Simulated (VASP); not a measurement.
# Ti2C (R-3m) in VASP: a series of runs

The runs below take Ti2C through equation of state, with LDA.

All numbers are computed with VASP 6.6.1; they aren't measurements. Logs are shortened: lines on timing, memory, paths and dates and some standing lists are left out, and cuts for length are marked.

**1. The undisturbed crystal**

It takes space group R-3m (No. 166, trigonal). The conventional cell has a = 3.081 Å, b = 3.081 Å, c = 14.441 Å, α = 90.00°, β = 90.00°, γ = 120.00°. Around Ti (site symmetry 3m) lie 3 C at 2.11 Å. Around C (site symmetry -3m) lie 6 Ti at 2.11 Å.

The cell comes from a database or a generator and needn't be the stable form of this composition.

**2. Equation of state, LDA, 12.80 Å³/atom**

Input file INCAR:

```
SYSTEM = Ti2C
  ADDGRID = .FALSE.
  ALGO = Normal
  EDIFF = 1E-8
  ENCUT = 900
  ISIF = 2
  ISMEAR = -1
  LASPH = .TRUE.
  LCHARG = .FALSE.
  LREAL = .FALSE.
  LWAVE = .FALSE.
  NELM = 100
  PREC = Accurate
  SIGMA = 0.1
```

Input file KPOINTS:

```
k-points
0
G
  15 15 15
  0 0 0
```

Input file POSCAR:

```
Ti2C
1.0
    1.5251345090      0.8805368193      4.7651425901
   -1.5251345090      0.8805368193      4.7651425901
    0.0000000000     -1.7610736387      4.7651425901
Ti C
2 1
Direct
    0.7545021700      0.7545021700      0.7545021700
    0.2454978300      0.2454978300      0.2454978300
    0.5000000000      0.5000000000      0.5000000000
```

Potentials or basis: VASP PAW LDA potentials, release 64 (Ti_sv, C).

Started as:

```bash
> cat potpaw_LDA.64/Ti_sv/POTCAR potpaw_LDA.64/C/POTCAR > POTCAR
> mpirun -np 1 vasp_std > vasp.out
```

OUTCAR:

```text
SYSTEM = Ti2C
   EDIFF = 1E-8
   ENCUT = 900
   ISIF = 2
   ISMEAR = -1
   LASPH = .TRUE.
   LREAL = .FALSE.
   NELM = 100
   PREC = Accurate

 ion  position               nearest neighbor table
   1  0.755  0.755  0.755-   3 2.09   3 2.09   3 2.09   2 2.86   2 2.86   2 2.86
   2  0.245  0.245  0.245-   3 2.09   3 2.09   3 2.09   1 2.86   1 2.86   1 2.86
   3  0.500  0.500  0.500-   2 2.09   2 2.09   1 2.09   1 2.09   2 2.09   1 2.09

  LATTYP: Found a trigonal (rhomboedric) cell.
 ALAT       =     5.0801539607
 COS(alpha) =     0.8197428324

  Lattice vectors:

 A1 = (   1.5251345090,   0.8805368193,   4.7651425901)
 A2 = (  -1.5251345090,   0.8805368193,   4.7651425901)
 A3 = (   0.0000000000,  -1.7610736387,   4.7651425901)

Analysis of symmetry for initial positions (statically):
=====================================================================
 Subroutine PRICEL returns:
 Original cell was already a primitive cell.

 Routine SETGRP: Setting up the symmetry group for a
 trigonal (rhombohedral) supercell.

 Subroutine GETGRP returns: Found 12 space group operations
 (whereof 12 operations were pure point group operations)
 out of a pool of 12 trial point group operations.

The static configuration has the point symmetry D_3d.

Analysis of symmetry for dynamics (positions and initial velocities):
=====================================================================
 Subroutine PRICEL returns:
 Original cell was already a primitive cell.

 Routine SETGRP: Setting up the symmetry group for a
 trigonal (rhombohedral) supercell.

 Subroutine GETGRP returns: Found 12 space group operations
 (whereof 12 operations were pure point group operations)
 out of a pool of 12 trial point group operations.

The dynamic configuration has the point symmetry D_3d.

 Subroutine INISYM returns: Found 12 space group operations
 (whereof 12 operations are pure point group operations),
 and found     1 'primitive' translations

----------------------------------------------------------------------------------------

                                     Primitive cell

  volume of cell :      38.3957

  direct lattice vectors                    reciprocal lattice vectors
     1.525134509  0.880536819  4.765142590     0.327839936  0.189278475  0.069952436
    -1.525134509  0.880536819  4.765142590    -0.327839936  0.189278475  0.069952436
     0.000000000 -1.761073639  4.765142590     0.000000000 -0.378556951  0.069952436

[... 85 lines left out ...]
   EDIFF  = 0.1E-07   stopping-criterion for ELM
   LREAL  =      F    real-space projection
   EDIFFG = 0.1E-06   stopping-criterion for IOM
   NSW    =      0    number of steps for IOM
   IBRION =     -1    ionic relax: 0-MD 1-quasi-New 2-CG
   NFREE  =      0    steps in history (QN), initial steepest desc. (CG)
   ISIF   =      2    stress and relaxation
   ISYM   =      2    0-nonsym 1-usesym 2-fastsym
   POTIM  = 0.5000    time-step for ionic-motion
   TEBEG  =    0.0;   TEEND  =   0.0 temperature during run
   PSTRESS=    0.0 pullay stress
   NELECT =      28.0000    total number of electrons
   NUPDOWN=      -1.0000    fix difference up-down
   EMIN   =  10.00;   EMAX   =-10.00  energy-range for DOS
   EFERMI =   0.00;   METHOD = LEGACY
   ISMEAR =    -1;   SIGMA  =   0.10  broadening in eV -4-tet -1-fermi 0-gaus
   EFERMI_NEDOS =   21; number of points for ismear=-14 and -15
   IALGO  =     38    algorithm
   IMIX   =      4    mixing-type and parameters
     AMIX     =   0.40;   BMIX     =  1.00
     AMIX_MAG =   1.60;   BMIX_MAG =  1.00
  volume/ion in A,a.u.               =      12.80        86.37
  Fermi-wavevector in a.u.,A,eV,Ry     =   1.473556  2.784617 29.543235  2.171367
  Thomas-Fermi vector in A             =   2.588434
   LORBIT       =      0    0 simple, 1 ext, 2 COOP (PROOUT), +10 PAW based schemes
   GGA     = CA    functional components
   LHFCALC =     F    Hartree Fock is set to
   AEXX    =    0.0000 exact exchange contribution
   IVDW    =     0    specifies the selected vdW correction
   LEPSILON=     F    determine dielectric tensor
   LRPA    =     F    only Hartree local field effects (RPA)
 non-spin polarized calculation
  energy-cutoff  :      900.00
  volume of cell :       38.40
 maximum number of plane-waves:      2393
 NGX is ok and might be reduce to    50
   NGX = 25   NGY = 25   NGZ = 25

 number of electron      28.0000001 magnetization

 Free energy of the ion-electron system (eV)
  ---------------------------------------------------
  ext. energy  EPLUGINS =         0.00000000
  ---------------------------------------------------
  free energy    TOTEN  =       -29.36672869 eV

  energy without entropy =      -29.30692385  energy(sigma->0) =      -29.33682627

 E-fermi :   8.4399     XC(G=0): -12.2466

 val. band max:        8.4386948434   @ k =  -0.4667   0.2667   0.2000
 cond. band min:       8.4439536991   @ k =  -0.1333  -0.4000   0.0667
 fundamental gap:      0.0052588558
 Fermi energy:         8.4398583860

 k-point     1 :       0.0000    0.0000    0.0000
  band No.  band energies     occupation
      1     -47.5088      2.00000
      2     -47.3876      2.00000
      3     -24.5098      2.00000
      4     -23.9307      2.00000
      5     -23.9307      2.00000
      6     -23.8680      2.00000
[... 481 lines left out ...]
      5     -23.9892      2.00000
      6     -23.9481      2.00000
[... 10 lines left out ...]
     17       9.9970      0.00000
     18      10.4344      0.00000

 [... further k-points ...]

------------------------ aborting loop because EDIFF is reached ----------------------------------------

  FORCE on cell =-STRESS in cart. coord.  units (eV):
  Direction    XX          YY          ZZ          XY          YZ          ZX
  --------------------------------------------------------------------------------------
  -------------------------------------------------------------------------------------
  Total       -0.7988450     -0.7988450     -0.6509376      0.0000000      0.0000000      0.0000000
  in kB      -33.3342198    -33.3342199    -27.1623353      0.0000000      0.0000000      0.0000000
  external PRESSURE =     -31.2769250 kB  Pullay stress =       0.0000000 kB

 VOLUME and BASIS-vectors are now :
 -----------------------------------------------------------------------------
  energy-cutoff  :      900.00
  volume of cell :       38.40
      direct lattice vectors                 reciprocal lattice vectors
     1.525134509  0.880536819  4.765142590     0.327839936  0.189278475  0.069952436
    -1.525134509  0.880536819  4.765142590    -0.327839936  0.189278475  0.069952436
     0.000000000 -1.761073639  4.765142590     0.000000000 -0.378556951  0.069952436

 POSITION                                       TOTAL-FORCE (eV/Angst)
 -----------------------------------------------------------------------------------
      0.00000     -0.00000     10.78593        -0.000000      0.000000     -0.004117
      0.00000     -0.00000      3.50950        -0.000000     -0.000000      0.004117
      0.00000     -0.00000      7.14771         0.000000      0.000000      0.000000
 -----------------------------------------------------------------------------------
    total drift:                                0.000000      0.000000     -0.000000

  FREE ENERGIE OF THE ION-ELECTRON SYSTEM (eV)
  ---------------------------------------------------
  free  energy   TOTEN  =       -29.3667286937 eV

  energy  without entropy=      -29.3069238453  energy(sigma->0) =      -29.33682627
```

OSZICAR:

```text
N       E                     dE             d eps       ncg     rms          rms(c)
DAV:   1     0.363453690538E+03    0.36345E+03   -0.20635E+04 12384   0.274E+03
DAV:   2     0.983536965723E+01   -0.35362E+03   -0.34865E+03 12412   0.627E+02
DAV:   3    -0.345068829043E+02   -0.44342E+02   -0.43725E+02 21712   0.176E+02
DAV:   4    -0.371344335963E+02   -0.26276E+01   -0.26218E+01 17020   0.449E+01
DAV:   5    -0.372783835117E+02   -0.14395E+00   -0.14388E+00 19888   0.781E+00    0.210E+01
DAV:   6    -0.296973180069E+02    0.75811E+01   -0.70914E+01 16024   0.705E+01    0.622E+00
DAV:   7    -0.293758145737E+02    0.32150E+00   -0.48223E+00 18810   0.198E+01    0.361E+00
DAV:   8    -0.293624610831E+02    0.13353E-01   -0.19582E-01 17534   0.392E+00    0.110E+00
DAV:   9    -0.293656461569E+02   -0.31851E-02   -0.37470E-02 19714   0.144E+00    0.371E-01
DAV:  10    -0.293667202340E+02   -0.10741E-02   -0.68505E-03 16358   0.954E-01    0.613E-02
DAV:  11    -0.293667342794E+02   -0.14045E-04   -0.40075E-04 19028   0.225E-01    0.334E-02
DAV:  12    -0.293667315155E+02    0.27639E-05   -0.45246E-05 18452   0.554E-02    0.160E-02
DAV:  13    -0.293667288184E+02    0.26971E-05   -0.87654E-06 14456   0.348E-02    0.377E-03
DAV:  14    -0.293667287154E+02    0.10307E-06   -0.16213E-06 19446   0.122E-02    0.108E-03
DAV:  15    -0.293667286967E+02    0.18640E-07   -0.20303E-07 16630   0.400E-03    0.644E-04
DAV:  16    -0.293667286957E+02    0.10355E-08   -0.12214E-07 13536   0.223E-03    0.421E-04
DAV:  17    -0.293667286937E+02    0.20232E-08   -0.23766E-08 10744   0.133E-03
   1 F= -.29366729E+02 E0= -.29336826E+02  d E =-.598048E-01
```

It took 19 min on 1 thread of Intel Xeon Platinum 8488C (Sapphire Rapids), shared host; peak memory 0.67 GiB.

Results:

```
Free energy            : -29.3667 eV
Pressure               : -3.1 GPa
Largest force          : 0.004 eV/Å
Band gap on the k mesh : none (metal or under the smearing width)
```

**3. Equation of state, LDA, 13.59 Å³/atom**

INCAR is that of step 2.

KPOINTS is that of step 2.

Input file POSCAR:

```
Ti2C
1.0
    1.5559536106      0.8983302359      4.8614340401
   -1.5559536106      0.8983302359      4.8614340401
    0.0000000000     -1.7966604718      4.8614340401
Ti C
2 1
Direct
    0.7545021700      0.7545021700      0.7545021700
    0.2454978300      0.2454978300      0.2454978300
    0.5000000000      0.5000000000      0.5000000000
```

Potentials or basis: VASP PAW LDA potentials, release 64 (Ti_sv, C).

Started as:

```bash
> cat potpaw_LDA.64/Ti_sv/POTCAR potpaw_LDA.64/C/POTCAR > POTCAR
> mpirun -np 1 vasp_std > vasp.out
```

Run time: 26 min. Hardware: 1 thread of Intel Xeon Platinum 8488C (Sapphire Rapids), shared host; peak memory 0.74 GiB.

It converged, with:

```yaml
Free_energy: -29.2410 eV
Pressure: -13.3 GPa
Largest_force: 0.625 eV/Å
Band_gap_on_the_k_mesh: none (metal or under the smearing width)
```

**4. Equation of state, LDA, 12.80 Å³/atom**

INCAR, as its differences from that of step 3:

```diff
@@ -3,4 +3,4 @@
   ALGO = Normal
-  EDIFF = 1E-8
-  ENCUT = 900
+  EDIFF = 1E-6
+  ENCUT = 280
   ISIF = 2
@@ -13,2 +13,2 @@
   PREC = Accurate
-  SIGMA = 0.1
+  SIGMA = 0.15
```

Input file KPOINTS:

```
k-points
0
G
  6 6 6
  0 0 0
```

Input file POSCAR:

```
Ti2C
1.0
    1.5251345090      0.8805368193      4.7651425901
   -1.5251345090      0.8805368193      4.7651425901
    0.0000000000     -1.7610736387      4.7651425901
Ti C
2 1
Direct
    0.7545021700      0.7545021700      0.7545021700
    0.2454978300      0.2454978300      0.2454978300
    0.5000000000      0.5000000000      0.5000000000
```

Started as:

```bash
> cat potpaw_LDA.64/Ti_sv/POTCAR potpaw_LDA.64/C/POTCAR > POTCAR
> mpirun -np 1 vasp_std > vasp.out
```

It took 13 s on 1 thread of Intel Xeon Platinum 8488C (Sapphire Rapids), shared host; peak memory 0.13 GiB.

The run converged, but a check on its numbers failed (symmetry, net force, bounds or a known fault of this set-up), so they aren't taken as properties of the crystal.

Caveat: the k mesh is coarse (spacing up to 0.40 Å⁻¹), so the values aren't converged; the cutoff lies under the usual one of these potentials, so the numbers hold a large basis-set error.

**5. Equation of state, LDA, 13.59 Å³/atom**

INCAR is that of step 4.

KPOINTS is that of step 4.

Input file POSCAR:

```
Ti2C
1.0
    1.5559536106      0.8983302359      4.8614340401
   -1.5559536106      0.8983302359      4.8614340401
    0.0000000000     -1.7966604718      4.8614340401
Ti C
2 1
Direct
    0.7545021700      0.7545021700      0.7545021700
    0.2454978300      0.2454978300      0.2454978300
    0.5000000000      0.5000000000      0.5000000000
```

Started as:

```bash
> cat potpaw_LDA.64/Ti_sv/POTCAR potpaw_LDA.64/C/POTCAR > POTCAR
> mpirun -np 1 vasp_std > vasp.out
```

It took 12 s on 1 thread of Intel Xeon Platinum 8488C (Sapphire Rapids), shared host; peak memory 0.14 GiB.

The run converged, but a check on its numbers failed (symmetry, net force, bounds or a known fault of this set-up), so they aren't taken as properties of the crystal.

Caveat: the k mesh is coarse (spacing up to 0.40 Å⁻¹), so the values aren't converged; the cutoff lies under the usual one of these potentials, so the numbers hold a large basis-set error.

**6. Equation of state, LDA, 12.80 Å³/atom**

INCAR, as its differences from that of step 5:

```diff
@@ -4,3 +4,3 @@
   EDIFF = 1E-6
-  ENCUT = 280
+  ENCUT = 340
   ISIF = 2
```

KPOINTS is that of step 5.

Input file POSCAR:

```
Ti2C
1.0
    1.5251345090      0.8805368193      4.7651425901
   -1.5251345090      0.8805368193      4.7651425901
    0.0000000000     -1.7610736387      4.7651425901
Ti C
2 1
Direct
    0.7545021700      0.7545021700      0.7545021700
    0.2454978300      0.2454978300      0.2454978300
    0.5000000000      0.5000000000      0.5000000000
```

Potentials or basis: VASP PAW LDA potentials, release 64 (Ti_sv, C).

Started as:

```bash
> cat potpaw_LDA.64/Ti_sv/POTCAR potpaw_LDA.64/C/POTCAR > POTCAR
> mpirun -np 1 vasp_std > vasp.out
```

Run time: 14 s. Hardware: 1 thread of Intel Xeon Platinum 8488C (Sapphire Rapids), shared host; peak memory 0.15 GiB.

The run converged, but a check on its numbers failed (symmetry, net force, bounds or a known fault of this set-up), so they aren't taken as properties of the crystal.

Caveat: the k mesh is coarse (spacing up to 0.40 Å⁻¹), so the values aren't converged; the cutoff lies under the usual one of these potentials, so the numbers hold a large basis-set error.

**7. Equation of state, LDA, 13.59 Å³/atom**

INCAR is that of step 6.

KPOINTS is that of step 6.

Input file POSCAR:

```
Ti2C
1.0
    1.5559536106      0.8983302359      4.8614340401
   -1.5559536106      0.8983302359      4.8614340401
    0.0000000000     -1.7966604718      4.8614340401
Ti C
2 1
Direct
    0.7545021700      0.7545021700      0.7545021700
    0.2454978300      0.2454978300      0.2454978300
    0.5000000000      0.5000000000      0.5000000000
```

Started as:

```bash
> cat potpaw_LDA.64/Ti_sv/POTCAR potpaw_LDA.64/C/POTCAR > POTCAR
> mpirun -np 1 vasp_std > vasp.out
```

It took 14 s on 1 thread of Intel Xeon Platinum 8488C (Sapphire Rapids), shared host; peak memory 0.15 GiB.

The run converged, but a check on its numbers failed (symmetry, net force, bounds or a known fault of this set-up), so they aren't taken as properties of the crystal.

Caveat: the k mesh is coarse (spacing up to 0.40 Å⁻¹), so the values aren't converged; the cutoff lies under the usual one of these potentials, so the numbers hold a large basis-set error.

**8. Equation of state, LDA, 12.80 Å³/atom**

INCAR, as its differences from that of step 7:

```diff
@@ -4,3 +4,3 @@
   EDIFF = 1E-6
-  ENCUT = 340
+  ENCUT = 280
   ISIF = 2
```

Input file KPOINTS:

```
k-points
0
G
  7 7 7
  0 0 0
```

Input file POSCAR:

```
Ti2C
1.0
    1.5251345090      0.8805368193      4.7651425901
   -1.5251345090      0.8805368193      4.7651425901
    0.0000000000     -1.7610736387      4.7651425901
Ti C
2 1
Direct
    0.7545021700      0.7545021700      0.7545021700
    0.2454978300      0.2454978300      0.2454978300
    0.5000000000      0.5000000000      0.5000000000
```

Started as:

```bash
> cat potpaw_LDA.64/Ti_sv/POTCAR potpaw_LDA.64/C/POTCAR > POTCAR
> mpirun -np 1 vasp_std > vasp.out
```

It took 16 s on 1 thread of Intel Xeon Platinum 8488C (Sapphire Rapids), shared host; peak memory 0.14 GiB.

The run converged, but a check on its numbers failed (symmetry, net force, bounds or a known fault of this set-up), so they aren't taken as properties of the crystal.

Caveat: the cutoff lies under the usual one of these potentials, so the numbers hold a large basis-set error.

**9. Equation of state, LDA, 13.59 Å³/atom**

INCAR is that of step 8.

KPOINTS is that of step 8.

Input file POSCAR:

```
Ti2C
1.0
    1.5559536106      0.8983302359      4.8614340401
   -1.5559536106      0.8983302359      4.8614340401
    0.0000000000     -1.7966604718      4.8614340401
Ti C
2 1
Direct
    0.7545021700      0.7545021700      0.7545021700
    0.2454978300      0.2454978300      0.2454978300
    0.5000000000      0.5000000000      0.5000000000
```

Potentials or basis: VASP PAW LDA potentials, release 64 (Ti_sv, C).

Started as:

```bash
> cat potpaw_LDA.64/Ti_sv/POTCAR potpaw_LDA.64/C/POTCAR > POTCAR
> mpirun -np 1 vasp_std > vasp.out
```

Wall time 16 s (1 thread of Intel Xeon Platinum 8488C (Sapphire Rapids), shared host); peak memory 0.14 GiB.

The run converged, but a check on its numbers failed (symmetry, net force, bounds or a known fault of this set-up), so they aren't taken as properties of the crystal.

Caveat: the cutoff lies under the usual one of these potentials, so the numbers hold a large basis-set error.

(Part 1 of 7 ends here.)
